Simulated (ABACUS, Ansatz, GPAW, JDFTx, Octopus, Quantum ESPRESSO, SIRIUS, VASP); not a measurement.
# ZnO: 9 runs at one level of theory

```xyz
4
Lattice="3.2493 0.0000 0.0000 -1.6247 2.8140 0.0000 0.0000 0.0000 5.2057" Properties=species:S:1:pos:R:3 pbc="T T T"
Zn    1.6247    0.9380    0.0000
Zn    0.0000    1.8760    2.6029
O     0.0000    1.8760    4.5759
O     1.6247    0.9380    1.9730
```

Alike in all runs: task single point; functional PBEsol; k mesh 9 × 9 × 5; occupations fermi-dirac, width 0.05 eV; no spin polarisation; no spin-orbit coupling. Pressure is positive in compression and, in plane waves, holds the error of the finite cutoff.

| program and potentials | plane-wave cutoff (eV) | notes | pressure (GPa) | largest force (eV/Å) |
| --- | --- | --- | --- | --- |
| ABACUS, PseudoDojo NC SR 0.4.1 PBEsol standard, plane waves | 1143 | 13 valence electrons an atom on average | -2.03 | 0.061 |
| SIRIUS, all-electron FP-LAPW, apw+lo standard | - | - | - | 0.063 |
| JDFTx, PseudoDojo-SR-PBEsol-0.4.1-standard with smoothed tails | 1143 | 13 valence electrons an atom on average | -1.97 | 0.062 |
| SIRIUS, PseudoDojo 0.4.1 PBEsol standard (scalar relativistic) | 1152 | 13 valence electrons an atom on average | -1.98 | 0.062 |
| Octopus, pseudodojo_pbesol (PseudoDojo 0.4, PBEsol) | - | 13 valence electrons an atom on average | - | 0.062 |
| Ansatz, all-electron LAPW, scalar-relativistic | - | - | -1.52 | 0.062 |
| Quantum ESPRESSO, GBRV 1.5 PBEsol | 762 | 13 valence electrons an atom on average | -0.93 | 0.065 |
| VASP, PBE PAW files O, Zn, 520 eV | 520 | potentials made for PBE; 9 valence electrons an atom on average | -0.49 | 0.065 |
| GPAW, PAW data sets generated for this functional | 800 | 9 valence electrons an atom on average | -1.52 | 0.063 |

Force on atom 1 (Zn), eV/Å:

```json
{"program and potentials": "ABACUS, PseudoDojo NC SR 0.4.1 PBEsol standard, plane waves", "x": "0.000", "y": "0.000", "z": "-0.061"}
{"program and potentials": "SIRIUS, all-electron FP-LAPW, apw+lo standard", "x": "0.000", "y": "0.000", "z": "-0.063"}
{"program and potentials": "JDFTx, PseudoDojo-SR-PBEsol-0.4.1-standard with smoothed tails", "x": "0.000", "y": "0.000", "z": "-0.061"}
{"program and potentials": "SIRIUS, PseudoDojo 0.4.1 PBEsol standard (scalar relativistic)", "x": "0.000", "y": "0.000", "z": "-0.061"}
{"program and potentials": "Octopus, pseudodojo_pbesol (PseudoDojo 0.4, PBEsol)", "x": "0.000", "y": "0.000", "z": "-0.062"}
{"program and potentials": "Ansatz, all-electron LAPW, scalar-relativistic", "x": "0.000", "y": "0.000", "z": "-0.062"}
{"program and potentials": "Quantum ESPRESSO, GBRV 1.5 PBEsol", "x": "0.000", "y": "0.000", "z": "-0.065"}
{"program and potentials": "VASP, PBE PAW files O, Zn, 520 eV", "x": "0.000", "y": "0.000", "z": "-0.065"}
{"program and potentials": "GPAW, PAW data sets generated for this functional", "x": "0.000", "y": "0.000", "z": "-0.063"}
```

The pressure spans -2.03 (ABACUS, PseudoDojo NC SR 0.4.1 PBEsol standard, plane waves) to -0.49 GPa (VASP, PBE PAW files O, Zn, 520 eV), with all-electron results at -1.52.

Differences between rows come from potentials, basis sets and numerical settings, since the functional is the same but for its coding. Runs on potential files found faulty are left out.
